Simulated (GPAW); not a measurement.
The system is Pd.

```
CELL_PARAMETERS angstrom
0.00000 1.94650 1.94650
1.94650 0.00000 1.94650
1.94650 1.94650 0.00000
ATOMIC_POSITIONS crystal
Pd 0.00000 0.00000 0.00000
```

```yaml
Program: GPAW 26.7.0
Task: relaxation of cell and atoms
Functional: PBEsol
Dispersion: D4
Potentials_or_basis: PAW data sets generated in the run's folder for this functional
Cutoff: 600 eV
Basis: pw
k_mesh: 12 × 12 × 12
Occupations: fermi-dirac, width 0.05 eV
Spin: no spin polarisation
```

At the start: pressure -5.4 GPa; volume 14.75 Å³/atom.

Where does the relaxation end?

Over 3 steps the energy falls by 7.1 meV/atom and the volume is 14.36 Å³/atom (-2.7 %); space group Fm-3m (No. 225, to 0.05 Å).

Step by step:
```csv
step,energy change (eV),largest force (eV/Å),pressure (GPa),volume (Å³)
1,0.0000,0.0000,-5.38,14.75
2,-0.0067,0.0000,-1.20,14.44
3,-0.0071,0.0000,0.06,14.35
```

Final structure:
```cif
data_structure
_symmetry_space_group_name_H-M 'P 1'
_symmetry_Int_Tables_number 1
_cell_length_a 2.7280
_cell_length_b 2.7280
_cell_length_c 2.7280
_cell_angle_alpha 60.000
_cell_angle_beta 60.000
_cell_angle_gamma 60.000
_cell_volume 14.36
loop_
_atom_site_label
_atom_site_type_symbol
_atom_site_fract_x
_atom_site_fract_y
_atom_site_fract_z
_atom_site_occupancy
Pd1 Pd 0.00000 0.00000 0.00000 1
```

Caveat: later steps reuse the first step's grids; pairwise dispersion overbinds metals, which lowers pressure and volume.
